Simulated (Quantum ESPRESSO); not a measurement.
# blue phosphorene, 1 layer, rectangular cell: a series in strain along the second axis, part 4 of 5

Wanted: a table for blue phosphorene, 1 layer, rectangular cell against strain along the second axis, and what can be fitted to it.

Quantum ESPRESSO 7.5; plane-wave DFT, PBE, GBRV ultrasoft pseudopotentials.

So far. Step 3 (Relaxation with pw.x, -4 %): The relaxation lowers the energy by 2 meV an atom. Step 6 (Bands along a path, -4 %): Along this path the valence top lies at Γ and the conduction bottom between Y and Γ.

## (7) Relaxing the ions, -3 %

The input, m1.relax.in:

```
&control
  prefix = 'm1.relax'
  outdir = './out'
  pseudo_dir = './pseudo'
  nstep = 40
  forc_conv_thr = 0.0003
  calculation = 'relax'
  tstress = .true.
/
&system
  ibrav = 0
  nat = 4
  ntyp = 1
  ecutwfc = 50
  ecutrho = 250
  occupations = 'smearing'
  smearing = 'fd'
  degauss = 0.002
/
&electrons
  conv_thr = 1e-09
  mixing_beta = 0.4
  electron_maxstep = 120
  mixing_mode = 'plain'
/
&ions
/
ATOMIC_SPECIES
  P   30.9738  p_pbe_v1.5.uspp.F.UPF
CELL_PARAMETERS angstrom
  3.28026146000000 0.00000000000000 0.00000000000000
  0.00000000000000 5.51095413358000 0.00000000000000
  0.00000000000000 0.00000000000000 16.24000000000000
ATOMIC_POSITIONS crystal
  P   0.500000000000 0.166667239300 0.461788448400
  P   0.000000000100 0.666667061700 0.461788436900
  P   0.999999999900 0.333332938300 0.538211563100
  P   0.500000000000 0.833332760600 0.538211551600
K_POINTS automatic
  10 6 1 0 0 0
```

On the command line:

```console
> OMP_NUM_THREADS=1 mpirun -n 4 pw.x -nk 4 -in m1.relax.in > m1.relax.out
```

Output:

```text
[banner, memory and clock lines left out]
Program PWSCF v.7.5 starts
[...]
Message from routine setup:
[...]
number of electrons       =        20.00
     number of Kohn-Sham states=           14
     kinetic-energy cutoff     =      50.0000  Ry
     charge density cutoff     =     250.0000  Ry
[...]
number of k points=    24  Fermi-Dirac smearing, width (Ry)=  0.0020
[...]
Dense  grid:   132377 G-vectors     FFT dimensions: (  32,  54, 160)
[...]
negative rho (up, down):  8.078E-05 0.000E+00
     Starting wfcs are   16 randomized atomic wfcs
[...]
negative rho (up, down):  9.280E-06 0.000E+00
[...]
estimated scf accuracy    <       0.06525139 Ry
[...]
negative rho (up, down):  6.271E-05 0.000E+00
[...]
estimated scf accuracy    <       0.01862607 Ry
[...]
negative rho (up, down):  8.265E-05 0.000E+00
[...]
estimated scf accuracy    <       0.00065567 Ry
[...]
negative rho (up, down):  9.849E-05 0.000E+00
[...]
estimated scf accuracy    <       0.00011361 Ry
[...]
negative rho (up, down):  1.075E-04 0.000E+00
[...]
estimated scf accuracy    <       0.00001324 Ry
[...]
negative rho (up, down):  1.143E-04 0.000E+00
[...]
estimated scf accuracy    <       0.00000153 Ry
[...]
negative rho (up, down):  1.182E-04 0.000E+00
[...]
estimated scf accuracy    <       0.00000018 Ry
[...]
negative rho (up, down):  1.207E-04 0.000E+00
[...]
estimated scf accuracy    <       0.00000002 Ry
[...]
negative rho (up, down):  1.222E-04 0.000E+00
[...]
estimated scf accuracy    <          2.6E-09 Ry
[...]
negative rho (up, down):  1.246E-04 0.000E+00
[...]
the Fermi energy is    -2.2154 ev
!    total energy              =     -62.06138670 Ry
     estimated scf accuracy    <          3.1E-10 Ry
     smearing contrib. (-TS)   =      -0.00000000 Ry
     internal energy E=F+TS    =     -62.06138670 Ry
[...]
one-electron contribution =    -253.76994706 Ry
     hartree contribution      =     130.04258578 Ry
     xc contribution           =     -23.60695845 Ry
     ewald contribution        =      85.27293303 Ry
     convergence has been achieved in  10 iterations
     negative rho (up, down):  1.246E-04 0.000E+00
[...]
Total force =     0.017631     Total SCF correction =     0.000031
[...]
negative rho (up, down):  1.246E-04 0.000E+00
[...]
negative rho (up, down):  1.244E-04 0.000E+00
[...]
negative rho (up, down):  1.241E-04 0.000E+00
[...]
estimated scf accuracy    <       0.00002240 Ry
[...]
negative rho (up, down):  1.241E-04 0.000E+00
[...]
estimated scf accuracy    <       0.00000310 Ry
[...]
negative rho (up, down):  1.243E-04 0.000E+00
[...]
estimated scf accuracy    <       0.00000053 Ry
[...]
negative rho (up, down):  1.244E-04 0.000E+00
[...]
estimated scf accuracy    <       0.00000003 Ry
[...]
negative rho (up, down):  1.244E-04 0.000E+00
[...]
estimated scf accuracy    <          2.6E-09 Ry
[...]
negative rho (up, down):  1.246E-04 0.000E+00
[...]
the Fermi energy is    -2.2139 ev
!    total energy              =     -62.06159589 Ry
     estimated scf accuracy    <          2.6E-10 Ry
     smearing contrib. (-TS)   =      -0.00000000 Ry
     internal energy E=F+TS    =     -62.06159589 Ry
[...]
one-electron contribution =    -253.41540697 Ry
     hartree contribution      =     129.87920637 Ry
     xc contribution           =     -23.59686535 Ry
     ewald contribution        =      85.07147006 Ry
     convergence has been achieved in   6 iterations
     negative rho (up, down):  1.246E-04 0.000E+00
[...]
Total force =     0.006365     Total SCF correction =     0.000015
[...]
negative rho (up, down):  1.246E-04 0.000E+00
[...]
negative rho (up, down):  1.243E-04 0.000E+00
[...]
negative rho (up, down):  1.243E-04 0.000E+00
[...]
estimated scf accuracy    <       0.00000427 Ry
[...]
negative rho (up, down):  1.244E-04 0.000E+00
[...]
estimated scf accuracy    <       0.00000079 Ry
[...]
negative rho (up, down):  1.245E-04 0.000E+00
[...]
estimated scf accuracy    <       0.00000007 Ry
[...]
negative rho (up, down):  1.245E-04 0.000E+00
[...]
estimated scf accuracy    <          4.9E-09 Ry
[...]
negative rho (up, down):  1.245E-04 0.000E+00
[...]
estimated scf accuracy    <          1.1E-09 Ry
[...]
negative rho (up, down):  1.245E-04 0.000E+00
[...]
estimated scf accuracy    <          2.9E-11 Ry
[...]
negative rho (up, down):  1.246E-04 0.000E+00
[...]
the Fermi energy is    -1.8921 ev
!    total energy              =     -62.06163046 Ry
     estimated scf accuracy    <          1.2E-11 Ry
     smearing contrib. (-TS)   =      -0.00000000 Ry
     internal energy E=F+TS    =     -62.06163046 Ry
[...]
one-electron contribution =    -253.25246801 Ry
     hartree contribution      =     129.80411260 Ry
     xc contribution           =     -23.59219776 Ry
     ewald contribution        =      84.97892270 Ry
     convergence has been achieved in   7 iterations
     negative rho (up, down):  1.246E-04 0.000E+00
[...]
Total force =     0.001381     Total SCF correction =     0.000006
[...]
negative rho (up, down):  1.246E-04 0.000E+00
[...]
negative rho (up, down):  1.246E-04 0.000E+00
[...]
negative rho (up, down):  1.246E-04 0.000E+00
[...]
estimated scf accuracy    <       0.00000005 Ry
[...]
negative rho (up, down):  1.246E-04 0.000E+00
[...]
estimated scf accuracy    <       0.00000001 Ry
[...]
negative rho (up, down):  1.246E-04 0.000E+00
[...]
estimated scf accuracy    <          8.0E-10 Ry
[...]
negative rho (up, down):  1.246E-04 0.000E+00
[...]
estimated scf accuracy    <          4.4E-11 Ry
[...]
negative rho (up, down):  1.246E-04 0.000E+00
[...]
the Fermi energy is    -2.0050 ev
!    total energy              =     -62.06163203 Ry
     estimated scf accuracy    <          4.5E-12 Ry
     smearing contrib. (-TS)   =      -0.00000000 Ry
     internal energy E=F+TS    =     -62.06163203 Ry
[...]
one-electron contribution =    -253.25876241 Ry
     hartree contribution      =     129.80699585 Ry
     xc contribution           =     -23.59234461 Ry
     ewald contribution        =      84.98247914 Ry
     convergence has been achieved in   5 iterations
     negative rho (up, down):  1.246E-04 0.000E+00
[...]
Total force =     0.000663     Total SCF correction =     0.000002
[...]
negative rho (up, down):  1.246E-04 0.000E+00
[...]
```

The job ended after 71 s (4 MPI ranks of Intel Xeon Platinum 8375C at 2.90GHz (Ice Lake), shared host; peak memory 0.93 GiB; 4.7 min of CPU time).

Step by step:

```
step  energy less that of the first step (eV)  largest force (eV/Å)
   1                                   0.0000                0.2267
   2                                  -0.0028                0.0818
   3                                  -0.0033                0.0178
   4                                  -0.0033                0.0085
```

Final coordinates:

```xyz
4
Lattice="3.2803 0.0000 0.0000 0.0000 5.5110 0.0000 0.0000 0.0000 16.2400" Properties=species:S:1:pos:R:3
P     1.6401    0.9235    7.4938
P     0.0000    3.6790    7.4938
P     3.2803    1.8320    8.7462
P     1.6401    4.5874    8.7462
```

Numbers from this step:

- free energy: -844.3915 eV
- Fermi energy: -2.005 eV

## (8) Ground state, -3 %

The input, m1.scf.in:

```
&control
  prefix = 'm1.scf'
  outdir = './out'
  pseudo_dir = './pseudo'
  calculation = 'scf'
  tprnfor = .true.
/
&system
  ibrav = 0
  nat = 4
  ntyp = 1
  ecutwfc = 40
  ecutrho = 200
  occupations = 'smearing'
  smearing = 'fd'
  degauss = 0.002
  nbnd = 14
/
&electrons
  conv_thr = 1e-09
  mixing_beta = 0.4
  electron_maxstep = 120
  mixing_mode = 'plain'
/
ATOMIC_SPECIES
  P   30.9738  p_pbe_v1.5.uspp.F.UPF
CELL_PARAMETERS angstrom
  3.28026146000000 0.00000000000000 0.00000000000000
  0.00000000000000 5.51095413358000 0.00000000000000
  0.00000000000000 0.00000000000000 16.24000000000000
ATOMIC_POSITIONS crystal
  P   0.500000000000 0.167578365900 0.461443382900
  P   0.000000000100 0.667578307500 0.461443354700
  P   0.999999999900 0.332421692500 0.538556645300
  P   0.500000000000 0.832421634000 0.538556617100
K_POINTS automatic
  10 6 1 0 0 0
```

On the command line:

```console
> OMP_NUM_THREADS=1 mpirun -n 4 pw.x -nk 4 -in m1.scf.in > m1.scf.out
```

Output:

```text
[banner, memory and clock lines left out]
Program PWSCF v.7.5 starts
[...]
Message from routine setup:
[...]
number of electrons       =        20.00
     number of Kohn-Sham states=           14
     kinetic-energy cutoff     =      40.0000  Ry
     charge density cutoff     =     200.0000  Ry
[...]
number of k points=    24  Fermi-Dirac smearing, width (Ry)=  0.0020
[...]
Dense  grid:    94579 G-vectors     FFT dimensions: (  27,  48, 144)
[...]
negative rho (up, down):  1.140E-04 0.000E+00
     Starting wfcs are   16 randomized atomic wfcs
[...]
negative rho (up, down):  1.819E-04 0.000E+00
[...]
estimated scf accuracy    <       0.06449889 Ry
[...]
negative rho (up, down):  2.473E-04 0.000E+00
[...]
estimated scf accuracy    <       0.01832806 Ry
[...]
negative rho (up, down):  2.601E-04 0.000E+00
[...]
estimated scf accuracy    <       0.00069226 Ry
[...]
negative rho (up, down):  2.709E-04 0.000E+00
[...]
estimated scf accuracy    <       0.00013432 Ry
[...]
negative rho (up, down):  2.750E-04 0.000E+00
[...]
estimated scf accuracy    <       0.00001310 Ry
[...]
negative rho (up, down):  2.801E-04 0.000E+00
[...]
estimated scf accuracy    <       0.00000191 Ry
[...]
negative rho (up, down):  2.828E-04 0.000E+00
[...]
estimated scf accuracy    <       0.00000018 Ry
[...]
negative rho (up, down):  2.846E-04 0.000E+00
[...]
estimated scf accuracy    <       0.00000003 Ry
[...]
negative rho (up, down):  2.857E-04 0.000E+00
[...]
estimated scf accuracy    <          4.5E-09 Ry
[...]
negative rho (up, down):  2.876E-04 0.000E+00
[...]
the Fermi energy is    -1.8874 ev
!    total energy              =     -62.06154150 Ry
     estimated scf accuracy    <          2.0E-10 Ry
     smearing contrib. (-TS)   =      -0.00000000 Ry
     internal energy E=F+TS    =     -62.06154150 Ry
[...]
one-electron contribution =    -253.25822963 Ry
     hartree contribution      =     129.80664964 Ry
     xc contribution           =     -23.59244066 Ry
     ewald contribution        =      84.98247914 Ry
     convergence has been achieved in  10 iterations
     negative rho (up, down):  2.876E-04 0.000E+00
[...]
Total force =     0.000644     Total SCF correction =     0.000014
[...]
```

It took 15 s on 4 MPI ranks; peak memory 0.51 GiB.

This step gave:

```
free energy                          : -844.3903 eV
Fermi energy                         : -1.887 eV
valence top, on the run's zero       : -2.727 eV
conduction bottom, on the run's zero : -1.186 eV
gap by band count                    : 1.541 eV
```

## (9) Relaxation with pw.x, 3 %

The input, m7.relax.in:

```
&control
  prefix = 'm7.relax'
  outdir = './out'
  pseudo_dir = './pseudo'
  nstep = 40
  forc_conv_thr = 0.0003
  calculation = 'relax'
  tstress = .true.
/
&system
  ibrav = 0
  nat = 4
  ntyp = 1
  ecutwfc = 50
  ecutrho = 250
  occupations = 'smearing'
  smearing = 'fd'
  degauss = 0.002
/
&electrons
  conv_thr = 1e-09
  mixing_beta = 0.4
  electron_maxstep = 120
  mixing_mode = 'plain'
/
&ions
/
ATOMIC_SPECIES
  P   30.9738  p_pbe_v1.5.uspp.F.UPF
CELL_PARAMETERS angstrom
  3.28026146000000 0.00000000000000 0.00000000000000
  0.00000000000000 5.85183789442000 0.00000000000000
  0.00000000000000 0.00000000000000 16.24000000000000
ATOMIC_POSITIONS crystal
  P   0.500000000000 0.166667239300 0.461788448400
  P   0.000000000100 0.666667061700 0.461788436900
  P   0.999999999900 0.333332938300 0.538211563100
  P   0.500000000000 0.833332760600 0.538211551600
K_POINTS automatic
  10 6 1 0 0 0
```

On the command line:

```console
> OMP_NUM_THREADS=1 mpirun -n 4 pw.x -nk 4 -in m7.relax.in > m7.relax.out
```

Output:

```text
[banner, memory and clock lines left out]
Program PWSCF v.7.5 starts
[...]
Message from routine setup:
[...]
number of electrons       =        20.00
     number of Kohn-Sham states=           14
     kinetic-energy cutoff     =      50.0000  Ry
     charge density cutoff     =     250.0000  Ry
[...]
number of k points=    24  Fermi-Dirac smearing, width (Ry)=  0.0020
[...]
Dense  grid:   140483 G-vectors     FFT dimensions: (  32,  60, 160)
[...]
negative rho (up, down):  8.294E-05 0.000E+00
     Starting wfcs are   16 randomized atomic wfcs
[...]
negative rho (up, down):  8.948E-06 0.000E+00
[...]
estimated scf accuracy    <       0.05933038 Ry
[...]
negative rho (up, down):  6.722E-05 0.000E+00
[...]
estimated scf accuracy    <       0.01777536 Ry
[...]
negative rho (up, down):  8.675E-05 0.000E+00
[...]
estimated scf accuracy    <       0.00039746 Ry
[...]
negative rho (up, down):  1.022E-04 0.000E+00
[...]
estimated scf accuracy    <       0.00003758 Ry
[...]
negative rho (up, down):  1.117E-04 0.000E+00
[...]
estimated scf accuracy    <       0.00001161 Ry
[...]
negative rho (up, down):  1.183E-04 0.000E+00
[...]
estimated scf accuracy    <       0.00000136 Ry
[...]
negative rho (up, down):  1.223E-04 0.000E+00
[...]
estimated scf accuracy    <       0.00000008 Ry
[...]
negative rho (up, down):  1.249E-04 0.000E+00
[...]
estimated scf accuracy    <          7.4E-09 Ry
[...]
negative rho (up, down):  1.264E-04 0.000E+00
[...]
estimated scf accuracy    <          1.1E-09 Ry
[...]
negative rho (up, down):  1.274E-04 0.000E+00
[...]
estimated scf accuracy    <          1.7E-09 Ry
[...]
negative rho (up, down):  1.288E-04 0.000E+00
[...]
the Fermi energy is    -1.9148 ev
!    total energy              =     -62.06187724 Ry
     estimated scf accuracy    <          5.6E-11 Ry
     smearing contrib. (-TS)   =      -0.00000000 Ry
     internal energy E=F+TS    =     -62.06187724 Ry
[...]
one-electron contribution =    -239.37514757 Ry
     hartree contribution      =     122.72715747 Ry
     xc contribution           =     -23.45846833 Ry
     ewald contribution        =      78.04458119 Ry
     convergence has been achieved in  11 iterations
     negative rho (up, down):  1.288E-04 0.000E+00
[...]
Total force =     0.013128     Total SCF correction =     0.000011
[...]
negative rho (up, down):  1.288E-04 0.000E+00
[...]
negative rho (up, down):  1.301E-04 0.000E+00
[...]
negative rho (up, down):  1.292E-04 0.000E+00
[...]
estimated scf accuracy    <       0.00001332 Ry
[...]
negative rho (up, down):  1.288E-04 0.000E+00
[...]
estimated scf accuracy    <       0.00000177 Ry
[...]
negative rho (up, down):  1.287E-04 0.000E+00
[...]
estimated scf accuracy    <       0.00000020 Ry
[...]
negative rho (up, down):  1.286E-04 0.000E+00
[...]
estimated scf accuracy    <       0.00000001 Ry
[...]
negative rho (up, down):  1.285E-04 0.000E+00
[...]
estimated scf accuracy    <          1.6E-09 Ry
[...]
negative rho (up, down):  1.285E-04 0.000E+00
[...]
the Fermi energy is    -1.9041 ev
!    total energy              =     -62.06199875 Ry
     estimated scf accuracy    <          6.2E-11 Ry
     smearing contrib. (-TS)   =      -0.00000000 Ry
     internal energy E=F+TS    =     -62.06199875 Ry
[...]
one-electron contribution =    -239.64763922 Ry
     hartree contribution      =     122.85291728 Ry
     xc contribution           =     -23.46601512 Ry
     ewald contribution        =      78.19873831 Ry
     convergence has been achieved in   6 iterations
     negative rho (up, down):  1.285E-04 0.000E+00
[...]
Total force =     0.005527     Total SCF correction =     0.000009
[...]
negative rho (up, down):  1.285E-04 0.000E+00
[...]
negative rho (up, down):  1.293E-04 0.000E+00
[...]
negative rho (up, down):  1.288E-04 0.000E+00
[...]
estimated scf accuracy    <       0.00000581 Ry
[...]
negative rho (up, down):  1.285E-04 0.000E+00
[...]
estimated scf accuracy    <       0.00000087 Ry
[...]
negative rho (up, down):  1.284E-04 0.000E+00
[...]
estimated scf accuracy    <       0.00000008 Ry
[...]
negative rho (up, down):  1.284E-04 0.000E+00
[...]
estimated scf accuracy    <          4.4E-09 Ry
[...]
negative rho (up, down):  1.283E-04 0.000E+00
[...]
estimated scf accuracy    <          7.0E-10 Ry
[...]
negative rho (up, down):  1.283E-04 0.000E+00
[...]
estimated scf accuracy    <          3.7E-11 Ry
[...]
negative rho (up, down):  1.283E-04 0.000E+00
[...]
the Fermi energy is    -1.8937 ev
!    total energy              =     -62.06202677 Ry
     estimated scf accuracy    <          1.2E-11 Ry
     smearing contrib. (-TS)   =      -0.00000000 Ry
     internal energy E=F+TS    =     -62.06202677 Ry
[...]
one-electron contribution =    -239.82667821 Ry
     hartree contribution      =     122.93548341 Ry
     xc contribution           =     -23.47094480 Ry
     ewald contribution        =      78.30011283 Ry
     convergence has been achieved in   7 iterations
     negative rho (up, down):  1.283E-04 0.000E+00
[...]
Total force =     0.001256     Total SCF correction =     0.000005
[...]
negative rho (up, down):  1.283E-04 0.000E+00
[...]
negative rho (up, down):  1.283E-04 0.000E+00
[...]
negative rho (up, down):  1.283E-04 0.000E+00
[...]
estimated scf accuracy    <       0.00000003 Ry
[...]
negative rho (up, down):  1.283E-04 0.000E+00
[...]
estimated scf accuracy    <          7.9E-09 Ry
[...]
negative rho (up, down):  1.283E-04 0.000E+00
[...]
estimated scf accuracy    <          3.7E-10 Ry
[...]
negative rho (up, down):  1.283E-04 0.000E+00
[...]
estimated scf accuracy    <          6.3E-11 Ry
[...]
negative rho (up, down):  1.283E-04 0.000E+00
[...]
the Fermi energy is    -2.2011 ev
!    total energy              =     -62.06202808 Ry
     estimated scf accuracy    <          2.6E-12 Ry
     smearing contrib. (-TS)   =      -0.00000000 Ry
     internal energy E=F+TS    =     -62.06202808 Ry
[...]
one-electron contribution =    -239.82469127 Ry
     hartree contribution      =     122.93456500 Ry
     xc contribution           =     -23.47086596 Ry
     ewald contribution        =      78.29896415 Ry
     convergence has been achieved in   5 iterations
     negative rho (up, down):  1.283E-04 0.000E+00
[...]
Total force =     0.000732     Total SCF correction =     0.000001
[...]
negative rho (up, down):  1.283E-04 0.000E+00
[...]
negative rho (up, down):  1.283E-04 0.000E+00
[...]
negative rho (up, down):  1.283E-04 0.000E+00
[...]
estimated scf accuracy    <       0.00000005 Ry
[...]
negative rho (up, down):  1.283E-04 0.000E+00
[...]
estimated scf accuracy    <       0.00000001 Ry
[...]
negative rho (up, down):  1.283E-04 0.000E+00
[...]
estimated scf accuracy    <          9.5E-10 Ry
[...]
negative rho (up, down):  1.283E-04 0.000E+00
[...]
estimated scf accuracy    <          6.5E-11 Ry
[...]
negative rho (up, down):  1.283E-04 0.000E+00
[...]
the Fermi energy is    -2.2003 ev
!    total energy              =     -62.06202867 Ry
     estimated scf accuracy    <          7.3E-12 Ry
     smearing contrib. (-TS)   =      -0.00000000 Ry
     internal energy E=F+TS    =     -62.06202867 Ry
[...]
one-electron contribution =    -239.81268476 Ry
     hartree contribution      =     122.92901782 Ry
     xc contribution           =     -23.47050555 Ry
     ewald contribution        =      78.29214382 Ry
     convergence has been achieved in   5 iterations
     negative rho (up, down):  1.283E-04 0.000E+00
[...]
Total force =     0.000053     Total SCF correction =     0.000002
[...]
negative rho (up, down):  1.283E-04 0.000E+00
[...]
```

It took 90 s on 4 MPI ranks; peak memory 0.89 GiB.

Step by step:

```
step  energy less that of the first step (eV)  largest force (eV/Å)
   1                                   0.0000                0.1688
   2                                  -0.0017                0.0711
   3                                  -0.0020                0.0161
   4                                  -0.0021                0.0094
   5                                  -0.0021                0.0007
```

Final coordinates:

```xyz
4
Lattice="3.2803 0.0000 0.0000 0.0000 5.8518 0.0000 0.0000 0.0000 16.2400" Properties=species:S:1:pos:R:3
P     1.6401    0.9719    7.5047
P     0.0000    3.8979    7.5047
P     3.2803    1.9540    8.7353
P     1.6401    4.8799    8.7353
```

Read from the output:

```
free energy  : -844.3969 eV
Fermi energy : -2.200 eV
```

[end of part 4 of 5]

[Logs are printed without paths, hosts, clocks, repeated set-up lines and the standing remarks that a program may print on its own settings, such as how far it seeks lower states.]

[Hosts, paths, dates, database ids (printed as entryN), source tags and the programs' standing remarks are cut or masked in the printed files.]

[Maps of the electrostatic potential energy from Ansatz leave out the sawtooth potential of an applied field or a dipole correction, so their vacuum need not be flat; planar profiles and work functions include it.]
